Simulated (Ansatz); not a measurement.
Input deck for Ansatz 0.2.0, then the block of the output on the nuclei.

The cell is a refined structure from the COD, relaxed with PBE at fixed cell and then changed (volume scaled by 0.96).

```yaml
crystal:
  lattice:
    - [1.5181015045, -2.6314482833, 0.0]
    - [1.5181015045, 2.6314482833, 0.0]
    - [0.0, 0.0, 14.9175249467]
  atoms:
    - { symbol: Si, position: [0.1666620609, 0.8333379391, 0.857721452] }
    - { symbol: Si, position: [0.8333379391, 0.1666620609, 0.357721452] }
    - { symbol: Si, position: [0.5001149274, 0.4998850726, 0.5245066742] }
    - { symbol: Si, position: [0.4998850726, 0.5001149274, 0.0245066742] }
    - { symbol: Si, position: [0.8334420063, 0.1665579937, 0.6912249934] }
    - { symbol: Si, position: [0.1665579937, 0.8334420063, 0.1912249934] }
    - { symbol: C, position: [0.5001800044, 0.4998199956, 0.6498136388] }
    - { symbol: C, position: [0.4998199956, 0.5001800044, 0.1498136388] }
    - { symbol: C, position: [0.1666200921, 0.8333799079, 0.9826819951] }
    - { symbol: C, position: [0.8333799079, 0.1666200921, 0.4826819951] }
    - { symbol: C, position: [0.8333969726, 0.1666030274, 0.8161912464] }
    - { symbol: C, position: [0.1666030274, 0.8333969726, 0.3161912464] }
kpoints:
  mp_grid: { grid: [10, 10, 2] }
scf:
  occupations: { method: fermi_dirac, width: 0.02 }
hamiltonian:
  xc: pbe
  pseudopotentials: { kind: paw }
output:
  forces: true
  stress: true
  populations: true
  efg: { contact_densities: true }
  write_density: true
  write_potential: true
  elf: true
  volumetric_format: npy
```

```sh
ansatz run input.yaml --threads 1 --pin off --max-ram 2560MiB --backend cpu --events-out ev --progress --plain --runs-dir out
```

Of the output, the block on the nuclei alone is shown; the set-up, the SCF iterations, energies, forces and stress are cut. One atom of each set with nearly equal values is shown.

```
--- PAW observables at the nuclei: V_zz in 10²¹ V/m², potentials from the cell's mean, atoms counted from 1 ---
  atom   1  Si V_zz =    +0.222831   η = 0.0130   by run symmetry: allowed
            electrostatic potential = -1362.975613 V   contact ρ = 12806.758886 e/Å³
  atom   3  Si V_zz =    -0.056348   η = 0.0675   by run symmetry: allowed
            electrostatic potential = -1362.920748 V   contact ρ = 12806.791433 e/Å³
  atom   5  Si V_zz =    +0.265609   η = 0.0094   by run symmetry: allowed
            electrostatic potential = -1362.985905 V   contact ρ = 12806.840198 e/Å³
  atom   7  C  V_zz =    +0.222211   η = 0.0606   by run symmetry: allowed
            electrostatic potential = -419.514835 V   contact ρ = 866.869346 e/Å³
  atom   9  C  V_zz =    +0.066741   η = 0.1954   by run symmetry: allowed
            electrostatic potential = -419.427463 V   contact ρ = 866.866987 e/Å³
  atom  11  C  V_zz =    +0.033254   η = 0.3911   by run symmetry: allowed
            electrostatic potential = -419.493269 V   contact ρ = 866.849849 e/Å³
```

The run took 29 s of wall time (29 s of CPU time) and 0.46 GiB at its peak, on 1 thread of Arm Neoverse V2 (aarch64; 8 cores open to the job, memory cap 2.5 GiB, no GPU), a shared host with a load of 0.8 a core.

At this changed cell the PBE pressure is 13 GPa.
